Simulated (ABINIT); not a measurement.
Here is an ABINIT 10.8.3 (patched build) calculation.

Contents of run.abi:

```
ndtset 7
getwfk -1
scalecart1 3*0.9795861087
scalecart2 3*0.9864848297
scalecart3 3*0.9932883884
scalecart4 3*1.0000000000
scalecart5 3*1.0066227096
scalecart6 3*1.0131594038
scalecart7 3*1.0196128224

pp_dirpath "./"
pseudos "Pb.GGA_PBE-JTH.xml"

acell 3.5002068511 3.5002068511 3.5002068511 Angstrom
rprim
     0.0000000000     0.7071067812     0.7071067812
     0.7071067812     0.0000000000     0.7071067812
     0.7071067812     0.7071067812     0.0000000000
ntypat 1
znucl 82
natom 1
typat 1
xred
     0.0000000000     0.0000000000     0.0000000000

ecut 22.0
pawecutdg 44.0
pawxcdev 0

kptopt 1
ngkpt 9 9 9
nshiftk 1
shiftk 0.0 0.0 0.0

ixc 11

nband 11
occopt 3
tsmear 0.05 eV

nstep 100
tolvrs 1.0e-9

iomode 3
prtwf 1
prtden 0
prteig 0
prtebands 0
enunit 1
```

Potentials or basis: JTH PAW PBE v2.0.

Launch:

```bash
$ abinit run.abi > log 2>&1
```

Problem. Estimate the bulk modulus.

Solution. 39 GPa.

Problem. Predict the pressure derivative of the bulk modulus.

Solution. 5.5.

Problem. What does it give for the equilibrium volume?

Solution. 31.93 Å³/atom.

Energy against volume, from the lowest point:
```
volume (Å³/atom)  energy (meV/atom)
          28.503              57.49
          29.110              37.17
          29.716              21.83
          30.323              10.94
          30.929               3.97
          31.535               0.44
          32.142               0.00
```

Caveat: pressures at fixed basis lie under the slope of the energies. The run has no spin-orbit coupling, so splittings on Pb are missing.

The cell as given is a measured one (30.32 Å³/atom); PBE puts the equilibrium volume +5.3 % from it, thermal expansion not counted.
